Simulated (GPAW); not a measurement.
Crystal: Cu.

```
Cu
1.0
     0.00000    1.80750    1.80750
     1.80750    0.00000    1.80750
     1.80750    1.80750    0.00000
Cu
1
Direct
  0.00000 0.00000 0.00000
```

Base run:

| Item | Value |
| --- | --- |
| Program | GPAW 26.7.0 |
| Functional | RPBE |
| Potentials or basis | the program's PAW data sets (release 1.2.1) made for this functional |
| Cutoff | 600 eV |
| Basis | pw |
| k mesh | 13 × 13 × 13 |
| Occupations | fermi-dirac, width 0.05 eV |
| Spin | no spin polarisation |

Its results: pressure 8.3 GPa.

Problem. The run is repeated on the same cell with these changes: functional from RPBE to revPBE. What comes out?

Solution. Pressure 6.9 GPa.

Caveats: with this Cu data set, volumes or pressures lay over 1.5 % or 2 GPa off other programs in two to four cells of ten.
